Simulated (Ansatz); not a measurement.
# The W2NS2 MXene monolayer between two gates, part 2 of 4

Aim: charge, voltage and capacitance of the W2NS2 MXene monolayer in a field-effect set-up.

Ansatz 0.2.0; plane-wave DFT, PBE-D3(BJ), Ansatz PAW.

So far. Step 2 (Relaxation): The lattice constant a goes from 3.054 to 2.995 Å.

**3. Gated layer, added electrons 0, start network**

The slab is cut off from its images along the normal. A charged sheet stands for each gate, the layer takes the opposite charge, and a barrier ahead of the sheet keeps electrons from leaking to it. The uncharged case sets the zero; a dense mesh is needed because few carriers fill a small part of the zone.

The cell differs from the one that the last finished run ended in (c 42.977 → 42.130 Å).

File input.yaml:

```yaml
crystal:
  lattice:
    - [2.995033669, 0.0, 0.0]
    - [-1.4975168345, 2.5937752426, 0.0]
    - [0.0, 0.0, 42.1301213935]
  atoms:
    - { symbol: S, position: [0.3333333333, 0.6666666667, 0.4272477601] }
    - { symbol: W, position: [0.6666666667, 0.3333333333, 0.4665493256] }
    - { symbol: "N", position: [0.0, 0.0, 0.5] }
    - { symbol: W, position: [0.3333333333, 0.6666666667, 0.5334506744] }
    - { symbol: S, position: [0.6666666667, 0.3333333333, 0.5727522399] }
  periodic: [true, true, false]
  symmetry: { detect: true }
kpoints:
  mp_grid: { grid: [42, 42, 1] }
  band_path:
    path: [[0, 0, 0], [0.5, 0, 0], [0.33333333, 0.33333333, 0], [0, 0, 0]]
    npoints: 16
hamiltonian:
  xc: pbe
  dispersion: d3bj
scf:
  occupations: { method: fermi_dirac, width: 0.05 }
  convergence: { dr2_threshold: 1.0e-10 }
output:
  forces: true
  eigenvalues: true
  dos: { projected: true, e_range: [-3, 3], de: 0.01 }
  write_potential: true
  write_density: true
  volumetric_format: npy
  elf: true
external_charges:
  - { charge: 0, barrier: 10, axis: 3, height: 26.63, sigma: 0.25 }
  - { charge: 0, barrier: 10, axis: 3, height: 15.5, sigma: 0.25 }
```

Command:

```console
$ ansatz run input.yaml --threads 4 --pin off --max-ram 12288MiB --backend cpu --events-out ev --progress --plain --runs-dir out
```

Numbers of over 12 decimals in the logs are rounded to 6 here.

The program printed:

```text
[...]
Crystal: 5 atoms, lattice volume = 327.285 Å³
Basis set: ecut = 420 eV, 6213 PW (Γ), exchange–correlation on 48×48×576 points (8 copies of the dense FFT grid, shifted against one another)
Bands: 28, of which v1, the nominal top of the filled ones, is band 23 counted from 1 (22 counted from 0)
Symmetry: 12 space group operations
[...]
k-points: 169 of 1764
[...]
SCF iter   1: F=—  HF=-22960.612430 eV  |F-HF|=—  |Δ(HF+E_count)|=         —  Δρ=3.42e-3  dr2=1.18e-1  ethr=1.77e-3  ⟨swp⟩=16.0  Hψ=45016  notcnv=0
[...]
SCF iter   9: F=-22960.600716 eV  HF=-22960.600716 eV  |F-HF|=1.18e-9  |Δ(HF+E_count)|=   1.49e-8  Δρ=9.35e-8  dr2=1.98e-11  ethr=1.00e-12  ⟨swp⟩=21.5  Hψ=55156  notcnv=0
SCF 1 converged in 9 iterations: F = -22960.600716 eV  dr2 = 1.98e-11
[...]
NSCF: frozen V_eff on 49 k-points
SCF converged after 9 iterations
Free energy (F): -22960.600716 eV
[...]
Internal energy: -22960.579005 eV  (E = F + TS)
E sigma→0 (E₀):  -22960.589861 eV
Entropy (-TS):   -0.021711 eV (-4.342 meV/atom)
Fermi energy:    -4.764090 eV
[...]
--- Forces (eV/Å), atoms and charges each counted from 1 ---
  atom   1  S     -0.00000000    -0.00000000     0.08814579
  atom   2  W      0.00000000     0.00000000     0.02663242
  atom   3  N      0.00000000     0.00000000     0.00000000
  atom   4  W      0.00000000    -0.00000000    -0.02663242
  atom   5  S     -0.00000000     0.00000000    -0.08814579
  external charge   1     0.00000000     0.00000000     0.09397644
  external charge   2     0.00000000     0.00000000    -0.09393241
  max |Σ_I F_I| component, the external charges' with the atoms': 4.40e-5 eV/Å
--- Band table (eV; the first three rows and the last of 169) ---
  k-point 0: bands = [... 19 lower, -5.4315, -5.4315, -5.4250, -5.4250, -5.2550, -4.5806, -4.5806, -2.0265, ... 1 higher]
  k-point 1: bands = [... 19 lower, -5.6956, -5.6710, -5.2435, -5.1902, -5.1779, -4.6151, -4.5909, -2.0534, ... 1 higher]
  k-point 2: bands = [... 19 lower, -5.9983, -5.9011, -5.1884, -5.0150, -4.9275, -4.6914, -4.6169, -2.1281, ... 1 higher]
  k-point 168: bands = [... 19 lower, -8.9858, -4.9328, -4.4433, -4.4433, -3.8218, -3.0496, -3.0496, -2.0443, ... 1 higher]
```

The job ended after 67 s (4 threads of Arm Neoverse V2, shared host; peak memory 1.6 GiB; 4.5 min of CPU time).

Reading the cycles: dr2 is the Hartree energy of the density residual (eV), the measure of convergence; HF is the Harris–Foulkes estimate of the energy, which meets the free energy F at convergence.

Numbers from this step:

| Property | Result |
| --- | --- |
| energy at zero smearing | -22960.5899 eV |
| potential beyond the upper barrier and gate, less the barrier, from the Fermi level | 4.764 eV |

Running mean over a fixed 2.8 Å (it still follows the layers) of the planar mean; beyond a gate it holds the 10 eV model barrier. Table of electron's electrostatic potential energy less the Fermi level by z:

```
z (Å)  electron's electrostatic potential energy less the Fermi level (eV)
    4                                                                 14.8
    5                                                                 14.8
    6                                                                 14.8
    7                                                                 14.8
    8                                                                 14.8
    9                                                                 14.8
   10                                                                 14.8
   11                                                                 14.8
   12                                                                 14.8
   13                                                                 14.8
   14                                                                 14.6
   15                                                                 11.5
   16                                                                 7.05
   17                                                               -0.731
   18                                                                -6.46
   19                                                                -12.8
   20                                                                -12.6
   21                                                                -12.5
   22                                                                -12.7
   23                                                                -12.8
   24                                                                -7.58
   25                                                                -1.48
   26                                                                 6.15
   27                                                                 11.1
   28                                                                 14.4
   29                                                                 14.8
   30                                                                 14.8
   31                                                                 14.8
   32                                                                 14.8
   33                                                                 14.8
   34                                                                 14.8
   35                                                                 14.8
   36                                                                 14.8
   37                                                                 14.8
   38                                                                 14.8
```

The density of states has structure finer than the step of the table below, so its rows give means over 0.1 eV, whole bins alone (the curve runs from -3 to 1.99 eV). Peaks (eV: height): -2.95: 3.83, -2.70: 5.87, -1.93: 9.38, -1.03: 4.29, -0.19: 6.76, -0.05: 4.04, 0.94: 3.66.

The density of states by energy, zero at the Fermi level; means over each step:

```
energy (eV)  density of states (states/eV a cell)
       -2.9                                  3.04
       -2.8                                  2.65
       -2.7                                  3.74
       -2.6                                  2.28
       -2.5                                  2.14
       -2.4                                  1.14
       -2.3                                 0.706
       -2.2                                 0.848
       -2.1                                 0.898
       -2.0                                  1.96
       -1.9                                  5.29
       -1.8                                  3.34
       -1.7                                  2.79
       -1.6                                  2.33
       -1.5                                  2.07
       -1.4                                  1.88
       -1.3                                  1.80
       -1.2                                  1.87
       -1.1                                  3.10
       -1.0                                  3.07
       -0.9                                  2.10
       -0.8                                  1.61
       -0.7                                  1.43
       -0.6                                  1.21
       -0.5                                  1.27
       -0.4                                  2.04
       -0.3                                  3.85
       -0.2                                  4.87
       -0.1                                  2.36
        0.0                                  2.81
        0.1                                  2.23
        0.2                                  2.20
        0.3                                  1.77
        0.4                                  1.89
        0.5                                  2.06
        0.6                                  1.76
        0.7                                  1.94
        0.8                                  2.41
        0.9                                  2.91
        1.0                                  2.71
        1.1                                  2.50
        1.2                                  2.27
        1.3                                  2.10
        1.4                                  2.00
        1.5                                  1.90
        1.6                                  1.83
        1.7                                  2.03
        1.8                                  2.10
        1.9                                  2.17
```

Projected DOS per atom over height of the atomic layer and energy from the Fermi level. Layers: S W N W S from below.

Ten even steps from '0' (0.04 states/eV) to '9' (1.26 states/eV), each cell a mean:
```
06060
05050
05050
16161
17171
15151
05150
05150
16261
29392
15151
03030
14141
27172
14141
24142
46264
63336
11011
22022
55055
64046
```
Columns: height of the atomic layer (Å) from 18 to 24.1 (not evenly spaced); rows upwards: energy from the Fermi level (eV) from -2.98 to 1.97.

Electronic bands along the path, in eV, zero at the Fermi level:

```
  point  band 19  band 20  band 21  band 22  band 23  band 24  band 25  band 26
      Γ    -2.18    -0.67    -0.67    -0.66    -0.66    -0.49     0.18     0.18
halfway    -2.62    -2.36    -1.98    -1.17    -0.05     0.31     1.07     1.68
      M    -3.14    -2.94    -1.91    -1.85     2.34     2.60     2.85     2.90
halfway    -3.84    -3.56    -1.62    -0.54     1.26     1.83     2.31     2.32
      K    -4.22    -4.22    -0.17     0.32     0.32     0.94     1.71     1.71
halfway    -3.01    -3.00    -1.27    -1.19    -0.18     0.47     1.54     2.10
      Γ    -2.18    -0.67    -0.67    -0.66    -0.66    -0.49     0.18     0.18
```

Force by atom:

```
atom  x (eV/Å)  y (eV/Å)  z (eV/Å)    size
  S1    0.0000    0.0000    0.0881  0.0881
  W2    0.0000    0.0000    0.0266  0.0266
  N3    0.0000    0.0000    0.0000  0.0000
  W4    0.0000    0.0000   -0.0266  0.0266
  S5    0.0000    0.0000   -0.0881  0.0881
```

Valence density in the ca plane at fractional y = 0.333, with atoms of W and S within 0.2 Å of it. It is the smooth field of the valence electrons, not physical close to the nuclei.

Ten steps, logarithmic in the rise over the least value, from '0' (0.0 e/Å³) to '9' (5.0 e/Å³), each cell a mean:
```
00000000000012344457886443444456665310000000
00000000000001233479998533334466666421000000
00000000000001123579998532334466456521000000
00000000000001234479997433334466666420000000
00000000000012344557875444445556665310000000
00000000000012455544544455556544443210000000
00000000000013455544444555566544332100000000
00000000000012455545544454456544443210000000
```
Columns run along c (16.0 Å, from fractional 0.29 to 0.67 of the cell), rows up along a (3.0 Å). Atoms in or near the plane, at fractional coordinates: W at (0.47, 0.67), S at (0.57, 0.67).

Electrostatic potential energy in the ca plane at fractional y = 0.333, with atoms of W and S within 0.2 Å of it. With pseudopotentials it is smooth inside the atoms' cores, unlike the true potential.

Ten even steps from '0' (-52 eV) to '9' (10 eV), each cell a mean:
```
99999999999998888877775211467776666533578888
99999999999998888887763000157777776211267888
99999999999998888888762000057777775122157888
99999999999998888887763000157777776311267888
99999999999998888877775322467776666544678888
99999999999998888776667666677765456777788888
99999999999998888776567777777664346777888888
99999999999998888776666656677765456777788888
```
Columns run along c (16.0 Å, from fractional 0.26 to 0.64 of the cell; values clipped at the 3rd and 97th percentile), rows up along a (3.0 Å). Atoms in or near the plane, at fractional coordinates: W at (0.47, 0.67), S at (0.57, 0.67).

ELF in the ca plane at fractional y = 0.333, with atoms of W and S within 0.2 Å of it. It is the smooth field of the valence electrons, not physical close to the nuclei.

Values, 5 rows by 16 columns, each cell a mean:
```
0.00 0.00 0.00 0.00 0.00 0.03 0.22 0.42 0.47 0.45 0.22 0.23 0.53 0.74 0.82 0.26
0.00 0.00 0.00 0.00 0.00 0.00 0.04 0.17 0.46 0.48 0.13 0.29 0.57 0.27 0.91 0.41
0.00 0.00 0.00 0.00 0.00 0.03 0.22 0.42 0.47 0.45 0.22 0.23 0.53 0.74 0.82 0.26
0.00 0.00 0.00 0.00 0.00 0.16 0.67 0.74 0.35 0.28 0.53 0.26 0.30 0.46 0.24 0.03
0.00 0.00 0.00 0.00 0.00 0.16 0.67 0.74 0.35 0.28 0.53 0.25 0.30 0.46 0.24 0.03
```
Columns run along c (16.0 Å, from fractional 0.26 to 0.64 of the cell), rows up along a (3.0 Å). Atoms in or near the plane, at fractional coordinates: W at (0.47, 0.67), S at (0.57, 0.67).

There is no gap.

**4. Gated layer, added electrons 3×10¹³ per cm², start atoms**

input.yaml, the sections that differ from step 3:

```yaml
total_charge: -0.023306
kpoints:
  mp_grid: { grid: [42, 42, 1] }
output:
  forces: true
  eigenvalues: true
  write_potential: true
  write_density: true
  volumetric_format: npy
external_charges:
  - { charge: 0, barrier: 10, axis: 3, height: 26.63, sigma: 0.25 }
  - { charge: 0.011653, axis: 3, height: 28.13, sigma: 0.33 }
  - { charge: 0, barrier: 10, axis: 3, height: 15.5, sigma: 0.25 }
  - { charge: 0.011653, axis: 3, height: 14.0, sigma: 0.33 }
# crystal, hamiltonian, scf: as in step 3
```

The program printed:

```text
[...]
Crystal: 5 atoms, lattice volume = 327.285 Å³
Basis set: ecut = 420 eV, 6213 PW (Γ), exchange–correlation on 48×48×576 points (8 copies of the dense FFT grid, shifted against one another)
Bands: 28, of which v1, the nominal top of the filled ones, is band 23 counted from 1 (22 counted from 0)
Symmetry: 12 space group operations
[...]
k-points: 169 of 1764
[...]
SCF iter   1: F=—  HF=-22962.649947 eV  |F-HF|=—  |Δ(HF+E_count)|=         —  Δρ=4.33e-2  dr2=7.73e0  ethr=3.10e-3  ⟨swp⟩=15.9  Hψ=43912  notcnv=0
[...]
SCF iter  11: F=-22960.702697 eV  HF=-22960.702697 eV  |F-HF|=4.37e-11  |Δ(HF+E_count)|=   6.92e-9  Δρ=5.92e-8  dr2=8.97e-12  ethr=1.00e-12  ⟨swp⟩=22.1  Hψ=55874  notcnv=0
SCF 1 converged in 11 iterations: F = -22960.702697 eV  dr2 = 8.97e-12
[...]
SCF converged after 11 iterations
Free energy (F): -22960.702697 eV
[...]
Internal energy: -22960.681371 eV  (E = F + TS)
E sigma→0 (E₀):  -22960.692034 eV
Entropy (-TS):   -0.021326 eV (-4.265 meV/atom)
Fermi energy:    -3.937733 eV
[...]
--- Forces (eV/Å), atoms and charges each counted from 1 ---
  atom   1  S      0.00000000    -0.00000000     0.09964048
  atom   2  W      0.00000000     0.00000000     0.01247199
  atom   3  N      0.00000000     0.00000000     0.00000000
  atom   4  W      0.00000000    -0.00000000    -0.01247199
  atom   5  S      0.00000000     0.00000000    -0.09964048
  external charge   1     0.00000000     0.00000000     0.09994050
  external charge   2     0.00000000     0.00000000    -0.00157974
  external charge   3     0.00000000     0.00000000    -0.09989433
  external charge   4     0.00000000     0.00000000     0.00157974
  max |Σ_I F_I| component, the external charges' with the atoms': 4.62e-5 eV/Å
--- Band table (eV; the first three rows and the last of 169) ---
  k-point 0: bands = [... 19 lower, -4.6111, -4.6111, -4.6075, -4.6075, -4.4419, -3.7622, -3.7622, -1.2165, ... 1 higher]
  k-point 1: bands = [... 19 lower, -4.8770, -4.8521, -4.4292, -4.3723, -4.3590, -3.7965, -3.7723, -1.2436, ... 1 higher]
  k-point 2: bands = [... 19 lower, -5.1804, -5.0823, -4.3740, -4.1979, -4.1092, -3.8716, -3.7977, -1.3190, ... 1 higher]
  k-point 168: bands = [... 19 lower, -8.1896, -4.1182, -3.6261, -3.6261, -3.0145, -2.2293, -2.2293, -1.2346, ... 1 higher]
```

Run time: 66 s. Hardware: 4 threads; peak memory 1.6 GiB.

Numbers from this step:

| Property | Result |
| --- | --- |
| energy at zero smearing | -22960.6920 eV |
| potential beyond the upper barrier and gate, less the barrier, from the Fermi level | 3.938 eV |

Force by atom:

```
atom  x (eV/Å)  y (eV/Å)  z (eV/Å)    size
  S1    0.0000    0.0000    0.0996  0.0996
  W2    0.0000    0.0000    0.0125  0.0125
  N3    0.0000    0.0000    0.0000  0.0000
  W4    0.0000    0.0000   -0.0125  0.0125
  S5    0.0000    0.0000   -0.0996  0.0996
```

Against the uncharged case this takes +0.83 V.

**5. Gated layer, added electrons -3×10¹³ per cm², start atoms**

input.yaml: that of step 4 with these lines changed.

```diff
@@ -13,3 +13,3 @@
   symmetry: { detect: true }
-total_charge: -0.023306
+total_charge: 0.023306
 kpoints:
@@ -30,4 +30,4 @@
   - { charge: 0, barrier: 10, axis: 3, height: 26.63, sigma: 0.25 }
-  - { charge: 0.011653, axis: 3, height: 28.13, sigma: 0.33 }
+  - { charge: -0.011653, axis: 3, height: 28.13, sigma: 0.33 }
   - { charge: 0, barrier: 10, axis: 3, height: 15.5, sigma: 0.25 }
-  - { charge: 0.011653, axis: 3, height: 14.0, sigma: 0.33 }
+  - { charge: -0.011653, axis: 3, height: 14.0, sigma: 0.33 }
```

The program printed:

```text
[...]
Crystal: 5 atoms, lattice volume = 327.285 Å³
Basis set: ecut = 420 eV, 6213 PW (Γ), exchange–correlation on 48×48×576 points (8 copies of the dense FFT grid, shifted against one another)
Bands: 28, of which v1, the nominal top of the filled ones, is band 22 counted from 1 (21 counted from 0)
Symmetry: 12 space group operations
[...]
k-points: 169 of 1764
[...]
--- Band table (eV; the first three rows and the last of 169) ---
  k-point 0: bands = [... 18 lower, -7.7472, -6.2561, -6.2561, -6.2468, -6.2468, -6.0723, -5.4032, -5.4032, ... 2 higher]
  k-point 1: bands = [... 18 lower, -7.7372, -6.5185, -6.4942, -6.0621, -6.0122, -6.0010, -5.4378, -5.4136, ... 2 higher]
  k-point 2: bands = [... 18 lower, -7.7101, -6.8204, -6.7241, -6.0071, -5.8365, -5.7501, -5.5153, -5.4403, ... 2 higher]
  k-point 168: bands = [... 18 lower, -9.7862, -9.7862, -5.7517, -5.2647, -5.2647, -4.6333, -3.8741, -3.8741, ... 2 higher]
[key lines of the parts left out:]
SCF converged after 11 iterations
Free energy (F): -22960.480606 eV
Fermi energy:    -5.594446 eV
```

Run time: 65 s. Hardware: 4 threads; peak memory 1.6 GiB.

Against the uncharged case this takes -0.83 V.

**6. Gated layer, added electrons 8×10¹³ per cm², start atoms**

input.yaml: that of step 5 with these lines changed.

```diff
@@ -13,3 +13,3 @@
   symmetry: { detect: true }
-total_charge: 0.023306
+total_charge: -0.062148
 kpoints:
@@ -30,4 +30,4 @@
   - { charge: 0, barrier: 10, axis: 3, height: 26.63, sigma: 0.25 }
-  - { charge: -0.011653, axis: 3, height: 28.13, sigma: 0.33 }
+  - { charge: 0.031074, axis: 3, height: 28.13, sigma: 0.33 }
   - { charge: 0, barrier: 10, axis: 3, height: 15.5, sigma: 0.25 }
-  - { charge: -0.011653, axis: 3, height: 14.0, sigma: 0.33 }
+  - { charge: 0.031074, axis: 3, height: 14.0, sigma: 0.33 }
```

The program printed:

```text
[...]
Crystal: 5 atoms, lattice volume = 327.285 Å³
Basis set: ecut = 420 eV, 6213 PW (Γ), exchange–correlation on 48×48×576 points (8 copies of the dense FFT grid, shifted against one another)
Bands: 28, of which v1, the nominal top of the filled ones, is band 23 counted from 1 (22 counted from 0)
Symmetry: 12 space group operations
[...]
k-points: 169 of 1764
[...]
--- Band table (eV; the first three rows and the last of 169) ---
  k-point 0: bands = [... 19 lower, -3.2552, -3.2552, -3.2537, -3.2537, -3.0967, -2.4080, -2.4080, 0.1234, ... 1 higher]
  k-point 1: bands = [... 19 lower, -3.5227, -3.4973, -3.0823, -3.0190, -3.0044, -2.4420, -2.4179, 0.0959, ... 1 higher]
  k-point 2: bands = [... 19 lower, -3.8274, -3.7278, -3.0266, -2.8461, -2.7556, -2.5152, -2.4420, 0.0195, ... 1 higher]
  k-point 168: bands = [... 19 lower, -6.8724, -2.7706, -2.2739, -2.2739, -1.6791, -0.8721, -0.8721, 0.1047, ... 1 higher]
[key lines of the parts left out:]
SCF converged after 11 iterations
Free energy (F): -22960.832639 eV
Fermi energy:    -2.569972 eV
```

Wall time 65 s (4 threads); peak memory 1.6 GiB.

Against the uncharged case this takes +2.19 V.

(Part 2 of 4 ends here.)

[Logs are printed without paths, hosts, clocks, repeated set-up lines and the standing remarks that a program may print on its own settings, such as how far it seeks lower states.]

[Hosts, paths, dates, database ids (printed as entryN), source tags and the programs' standing remarks are cut or masked in the printed files.]

[Maps of the electrostatic potential energy from Ansatz leave out the sawtooth potential of an applied field or a dipole correction, so their vacuum need not be flat; planar profiles and work functions include it.]

[The density of states shown here was stored with 400 of the rows of the run's finer table, so its peaks can read low, often by over a quarter, or be missed, and its means over a window can be off by a tenth or more.]
